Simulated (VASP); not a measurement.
```xyz
4
Lattice="3.4646 0.0000 0.0000 -1.7323 3.0004 0.0000 0.0000 0.0000 5.5939" Properties=species:S:1:pos:R:3 pbc="T T T"
In     0.0000     2.0003     5.5828
In     1.7323     1.0001     2.7858
N      0.0000     2.0003     2.1089
N      1.7323     1.0001     4.9058
```

All values below come from PBEsol GGA, VASP's PBE PAW potentials (set 64) (plane waves; VASP 6.6.1). Run with 620 eV cut-off, 10×10×6 Γ-centred mesh, first-order Methfessel-Paxton smearing of 0.10 eV, potentials In_d N.

Energy and stress use the plane-wave basis of the starting cell.

### Question
The ions, cell shape and volume at an external pressure of 20.0 GPa are relaxed. Give the cell that the relaxation ends in.

### Answer

```xyz
4
Lattice="3.4085 0.0000 0.0000 -1.7043 2.9519 0.0000 0.0000 0.0000 5.4976" Properties=species:S:1:pos:R:3 pbc="T T T"
In     0.0000     1.9679     5.4864
In     1.7043     0.9840     2.7376
N      0.0000     1.9679     2.0729
N      1.7043     0.9840     4.8217
```
Space group P6_3mc (186), at a tolerance of 0.03 Å.

### Question
How do energy and volume change from the first to the last step?

### Answer
The energy (σ→0) changes by +65.1 meV/atom and the volume by -4.9 %, in 7 ionic steps.

The structure was generated: InN was put into the wurtzite type (P6_3mc), which need not be its known phase. This run relaxes it under an external pressure of 20 GPa. Symmetry was kept, so distortions that lower it aren't found.
